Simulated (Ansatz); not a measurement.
# Gd: from a first guess to the relaxed sc type

First guess:

```xyz
1
Lattice="3.2195 0.0000 0.0000 0.0000 3.2195 0.0000 0.0000 0.0000 3.2195" Properties=species:S:1:pos:R:3 pbc="T T T"
Gd    0.0000    0.0000    0.0000
```

Method: DFT, PBE, PAW with Ansatz's default frozen-core files, scalar-relativistic in Ansatz 0.2.0.

Cell and atoms relax within the symmetry of the start on a 10×10×10 k mesh with 0.05 eV Fermi–Dirac smearing, from parallel moments.

The start is built from a prototype, known or not as a phase of this compound; the cutoff is 420 eV.

Semilocal functionals without a Hubbard term describe localised f shells poorly; where the shell is localised, the real material differs.

No spin–orbit coupling, which matters for the heavy atoms here.

The magnetic state is the one reached from parallel moments; other orders may lie lower.

(1) What is the pressure of the first guess?

(2) What does it relax to?

(3) How much energy does the relaxation release?

(4) What moment does the relaxed primitive cell (1 atom) carry?

## Answers

(1) 1.06 GPa.

(2) a = 3.260 Å, b = 3.260 Å, c = 3.260 Å, α = 90.00°, β = 90.00°, γ = 90.00° (conventional cell), 34.65 Å³ per atom:
```xyz
1
Lattice="3.2602 0.0000 0.0000 0.0000 3.2602 0.0000 0.0000 0.0000 3.2602" Properties=species:S:1:pos:R:3 pbc="T T T"
Gd    0.0000    0.0000    0.0000
```

(3) 4 meV/atom.

(4) 7.87 μB.
